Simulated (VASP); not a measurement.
# MgO (Fm-3m) in VASP: notebook

One crystal, MgO, is run at these levels: PBEsol, PBEsol+D3, TPSS; tasks: single point, atomic charges.

Program: VASP 6.6.1. These are calculated values, not measurements. Logs are shortened: lines on timing, memory, paths and dates and some standing lists are left out, and cuts for length are marked.

**Measured values to compare with.**

From “Electronic structure of alkaline earth and post-transition metal oxides”, 2009, arxiv:0908.1581, for a bulk crystal of MgO: band gap 7.83 eV.

The results are compared with them further down.

**1. Starting point**

It takes space group Fm-3m (No. 225, cubic). Conventional cell: a = 4.194 Å, b = 4.194 Å, c = 4.194 Å, α = 90.00°, β = 90.00°, γ = 90.00°. Mg (site symmetry m-3m) has 6 O at 2.10 Å as nearest neighbours. Around O (site symmetry m-3m) lie 6 Mg at 2.10 Å.

The cell is a database's computed one.

**2. Single point, PBEsol**

The input, INCAR:

```
SYSTEM = MgO
ALGO = Fast
EDIFF = 1E-7
ENCUT = 520
GGA = PS
ISIF = 2
ISMEAR = 0
LASPH = .TRUE.
LCHARG = .TRUE.
LELF = .TRUE.
LREAL = .FALSE.
LVHAR = .TRUE.
LWAVE = .FALSE.
NBANDS = 11
NELM = 100
PREC = Accurate
SIGMA = 0.1
```

The input, KPOINTS:

```
k-points
0
G
  11 11 11
  0 0 0
```

The input, POSCAR:

```
MgO
1.0
    0.0000000000      2.0970013927      2.0970013927
    2.0970013927      0.0000000000      2.0970013927
    2.0970013927      2.0970013927      0.0000000000
Mg O
1 1
Cartesian
    0.0000000000      0.0000000000      0.0000000000
    2.0970013927      2.0970013927      2.0970013927
```

Potentials or basis: VASP PAW PBE potentials, release 54 (Mg, O).

Run with:

```console
$ cat potpaw_PBE.54/Mg/POTCAR potpaw_PBE.54/O/POTCAR > POTCAR
$ mpirun -np 1 vasp_std > vasp.out
```

OUTCAR:

```text
SYSTEM = MgO
   EDIFF = 1E-7
   ENCUT = 520
   GGA = PS
   ISIF = 2
   ISMEAR = 0
   LASPH = .TRUE.
   LREAL = .FALSE.
   NELM = 100
   PREC = Accurate

 ion  position               nearest neighbor table
   1  0.000  0.000  0.000-   2 2.10   2 2.10   2 2.10   2 2.10   2 2.10   2 2.10
   2  0.500  0.500  0.500-   1 2.10   1 2.10   1 2.10   1 2.10   1 2.10   1 2.10

  LATTYP: Found a face centered cubic cell.
 ALAT       =     4.1940027854

  Lattice vectors:

 A1 = (   0.0000000000,   2.0970013927,   2.0970013927)
 A2 = (   2.0970013927,   0.0000000000,   2.0970013927)
 A3 = (   2.0970013927,   2.0970013927,   0.0000000000)

Analysis of symmetry for initial positions (statically):
=====================================================================
 Subroutine PRICEL returns:
 Original cell was already a primitive cell.

 Routine SETGRP: Setting up the symmetry group for a
 face centered cubic supercell.

 Subroutine GETGRP returns: Found 48 space group operations
 (whereof 48 operations were pure point group operations)
 out of a pool of 48 trial point group operations.

The static configuration has the point symmetry O_h .

Analysis of symmetry for dynamics (positions and initial velocities):
=====================================================================
 Subroutine PRICEL returns:
 Original cell was already a primitive cell.

 Routine SETGRP: Setting up the symmetry group for a
 face centered cubic supercell.

 Subroutine GETGRP returns: Found 48 space group operations
 (whereof 48 operations were pure point group operations)
 out of a pool of 48 trial point group operations.

The dynamic configuration has the point symmetry O_h .

 Subroutine INISYM returns: Found 48 space group operations
 (whereof 48 operations are pure point group operations),
 and found     1 'primitive' translations

----------------------------------------------------------------------------------------

                                     Primitive cell

  volume of cell :      18.4428

  direct lattice vectors                    reciprocal lattice vectors
     0.000000000  2.097001393  2.097001393    -0.238435702  0.238435702  0.238435702
     2.097001393  0.000000000  2.097001393     0.238435702 -0.238435702  0.238435702
     2.097001393  2.097001393  0.000000000     0.238435702  0.238435702 -0.238435702

  length of vectors
     2.965607810  2.965607810  2.965607810     0.412982751  0.412982751  0.412982751

[... 116 lines left out ...]
   PSTRESS=    0.0 pullay stress
   NELECT =       8.0000    total number of electrons
   NUPDOWN=      -1.0000    fix difference up-down
   EMIN   =  10.00;   EMAX   =-10.00  energy-range for DOS
   EFERMI =   0.00;   METHOD = LEGACY
   ISMEAR =     0;   SIGMA  =   0.10  broadening in eV -4-tet -1-fermi 0-gaus
   EFERMI_NEDOS =   21; number of points for ismear=-14 and -15
   IALGO  =     68    algorithm
   IMIX   =      4    mixing-type and parameters
     AMIX     =   0.40;   BMIX     =  1.00
     AMIX_MAG =   1.60;   BMIX_MAG =  1.00
  volume/ion in A,a.u.               =       9.22        62.23
  Fermi-wavevector in a.u.,A,eV,Ry     =   1.239261  2.341864 20.895389  1.535768
  Thomas-Fermi vector in A             =   2.373752
   LORBIT       =      0    0 simple, 1 ext, 2 COOP (PROOUT), +10 PAW based schemes
   GGA     = PS    functional components
   LHFCALC =     F    Hartree Fock is set to
   AEXX    =    0.0000 exact exchange contribution
   IVDW    =     0    specifies the selected vdW correction
   LEPSILON=     F    determine dielectric tensor
   LRPA    =     F    only Hartree local field effects (RPA)
 non-spin polarized calculation
 RMM-DIIS sequential band-by-band and
 Gauss-broadening in eV      SIGMA  =   0.10
  energy-cutoff  :      520.00
  volume of cell :       18.44
 maximum number of plane-waves:       531
 NGX is ok and might be reduce to    24
   NGX = 11   NGY = 11   NGZ = 11

 number of electron       8.0000004 magnetization

 Free energy of the ion-electron system (eV)
  ---------------------------------------------------
  ext. energy  EPLUGINS =         0.00000000
  ---------------------------------------------------
  free energy    TOTEN  =       -12.51100876 eV

  energy without entropy =      -12.51100876  energy(sigma->0) =      -12.51100876

 E-fermi :   3.6158     XC(G=0): -11.3729

 val. band max:        3.1648060107   @ k =   0.0000   0.0000   0.0000
 cond. band min:       7.9245141759   @ k =   0.0000   0.0000   0.0000
 fundamental gap:      4.7597081653
 Fermi energy:         3.6158307049

 k-point     1 :       0.0000    0.0000    0.0000
  band No.  band energies     occupation
      1     -14.1086      2.00000
      2       3.1648      2.00000
      3       3.1648      2.00000
      4       3.1648      2.00000
      5       7.9245      0.00000
      6      18.8680      0.00000
      7      18.8680      0.00000
      8      18.8680      0.00000
      9      22.7446      0.00000
     10      24.6435      0.00000
     11      24.6435      0.00000
[... 533 lines left out ...]
 k-point    40 :      -0.4545    0.1818    0.0909
  band No.  band energies     occupation
      1     -12.6981      2.00000
      2      -1.1681      2.00000
      3       1.6881      2.00000
      4       2.3296      2.00000
      5      12.0545      0.00000
      6      15.4915      0.00000
      7      17.5573      0.00000
      8      20.0072      0.00000
      9      23.9423      0.00000
     10      25.3797      0.00000
     11      27.5101      0.00000

 [... further k-points ...]

------------------------ aborting loop because EDIFF is reached ----------------------------------------

  FORCE on cell =-STRESS in cart. coord.  units (eV):
  Direction    XX          YY          ZZ          XY          YZ          ZX
  --------------------------------------------------------------------------------------
  -------------------------------------------------------------------------------------
  Total        0.2124748      0.2124748      0.2124748     -0.0000000      0.0000000      0.0000000
  in kB       18.4583039     18.4583039     18.4583039     -0.0000000      0.0000000      0.0000000
  external PRESSURE =      18.4583039 kB  Pullay stress =       0.0000000 kB

 VOLUME and BASIS-vectors are now :
 -----------------------------------------------------------------------------
  energy-cutoff  :      520.00
  volume of cell :       18.44
      direct lattice vectors                 reciprocal lattice vectors
     0.000000000  2.097001393  2.097001393    -0.238435702  0.238435702  0.238435702
     2.097001393  0.000000000  2.097001393     0.238435702 -0.238435702  0.238435702
     2.097001393  2.097001393  0.000000000     0.238435702  0.238435702 -0.238435702

 POSITION                                       TOTAL-FORCE (eV/Angst)
 -----------------------------------------------------------------------------------
      0.00000      0.00000      0.00000        -0.000000      0.000000      0.000000
      2.09700      2.09700      2.09700         0.000000     -0.000000     -0.000000
 -----------------------------------------------------------------------------------
    total drift:                               -0.000000     -0.000000      0.000000

  FREE ENERGIE OF THE ION-ELECTRON SYSTEM (eV)
  ---------------------------------------------------
  free  energy   TOTEN  =       -12.5110087611 eV

  energy  without entropy=      -12.5110087611  energy(sigma->0) =      -12.51100876
```

Wall time 12 s (1 thread of AMD EPYC 9R45 (Zen 5), shared host); peak memory 0.11 GiB.

Results:

| Property | Result |
| --- | --- |
| Free energy | -12.5110 eV |
| Pressure | 1.8 GPa |
| Band gap on the k mesh | 4.76 eV, direct |

Caveat: the PAW data sets were made with another functional, which shifts forces and pressure a little.

**3. Single point, PBEsol**

The input, run.py:

```python
from ase.calculators.vasp import Vasp
from ase.dft.bandgap import bandgap
from ase.spacegroup import crystal

atoms = crystal(
    ['Mg', 'O'],
    basis=[[0.0, 0.0, 0.0], [0.5, 0.0, 0.0]],
    spacegroup=225,
    setting=1,
    cellpar=[4.19400279, 4.19400279, 4.19400279, 90.0, 90.0, 90.0],
    primitive_cell=True,
)
calc = Vasp(
    directory='calc',
    xc='pbesol',
    pp='PBE',
    setups='recommended',
    pp_version='54',
    prec='Accurate',
    encut=520,
    ediff=1e-06,
    ismear=0,
    sigma=0.1,
    lreal=False,
    lasph=True,
    nelm=100,
    algo='Normal',
    isif=2,
    lwave=False,
    lcharg=False,
    kpts=[11, 11, 11],
    gamma=True,
)
atoms.calc = calc

print('energy (eV):', atoms.get_potential_energy())
print('free energy (eV):', atoms.get_potential_energy(force_consistent=True))
print('forces (eV/A):')
print(atoms.get_forces())
print('stress (eV/A^3, Voigt):', atoms.get_stress())
print('Fermi level (eV):', calc.get_fermi_level())
gap, top, bottom = bandgap(calc)
print('band gap (eV):', gap, 'from (spin, k, band)', top, 'to', bottom)
```

Potentials or basis: VASP PAW PBE potentials, release 54 (Mg, O).

Run with:

```console
$ python run.py
```

Log:

```text
energy (eV): -12.51100872
free energy (eV): -12.51100872
forces (eV/A):
[[ 0.  0.  0.]
 [-0. -0. -0.]]
stress (eV/A^3, Voigt): [-0.01148284 -0.01148284 -0.01148284  0.         -0.          0.        ]
Fermi level (eV): 3.62109063
band gap (eV): 4.7597000000000005 from (spin, k, band) (0, np.int64(0), np.int64(3)) to (0, np.int64(0), np.int64(4))
```

OUTCAR:

```text
ENCUT = 520.000000
   EDIFF = 1.00e-06
   GGA = PS
   PREC = Accurate
   ISIF = 2
   ISMEAR = 0
   NELM = 100
   LASPH = .TRUE.
   LREAL = .FALSE.

 ion  position               nearest neighbor table
   1  0.000  0.000  0.000-   2 2.10   2 2.10   2 2.10   2 2.10   2 2.10   2 2.10
   2  0.500  0.500  0.500-   1 2.10   1 2.10   1 2.10   1 2.10   1 2.10   1 2.10

  LATTYP: Found a face centered cubic cell.
[... 666 lines left out ...]
  in kB       18.3975398     18.3975398     18.3975398     -0.0000000      0.0000000      0.0000000
  external PRESSURE =      18.3975398 kB  Pullay stress =       0.0000000 kB

 VOLUME and BASIS-vectors are now :
 -----------------------------------------------------------------------------
  energy-cutoff  :      520.00
  volume of cell :       18.44
      direct lattice vectors                 reciprocal lattice vectors
     0.000000000  2.097001395  2.097001395    -0.238435702  0.238435702  0.238435702
     2.097001395  0.000000000  2.097001395     0.238435702 -0.238435702  0.238435702
     2.097001395  2.097001395  0.000000000     0.238435702  0.238435702 -0.238435702

 POSITION                                       TOTAL-FORCE (eV/Angst)
 -----------------------------------------------------------------------------------
      0.00000      0.00000      0.00000         0.000000      0.000000      0.000000
      2.09700      2.09700      2.09700        -0.000000     -0.000000     -0.000000
 -----------------------------------------------------------------------------------
    total drift:                               -0.000000     -0.000000      0.000000

  FREE ENERGIE OF THE ION-ELECTRON SYSTEM (eV)
  ---------------------------------------------------
  free  energy   TOTEN  =       -12.5110087190 eV

  energy  without entropy=      -12.5110087190  energy(sigma->0) =      -12.51100872
```

INCAR:

```text
ENCUT = 520.000000
SIGMA = 0.100000
EDIFF = 1.00e-06
ALGO = Normal
GGA = PS
PREC = Accurate
ISIF = 2
ISMEAR = 0
NELM = 100
LASPH = .TRUE.
LCHARG = .FALSE.
LWAVE = .FALSE.
LREAL = .FALSE.
```

Run time: 8.6 s. Hardware: 1 thread of AMD EPYC 9R45 (Zen 5), shared host; peak memory 0.11 GiB.

Results:

```
Free energy            : -12.5110 eV
Pressure               : 1.8 GPa
Band gap on the k mesh : 4.76 eV, direct
```

Caveat: the PAW data sets were made with another functional, which shifts forces and pressure a little.

(Continued in part 2 of 2.)
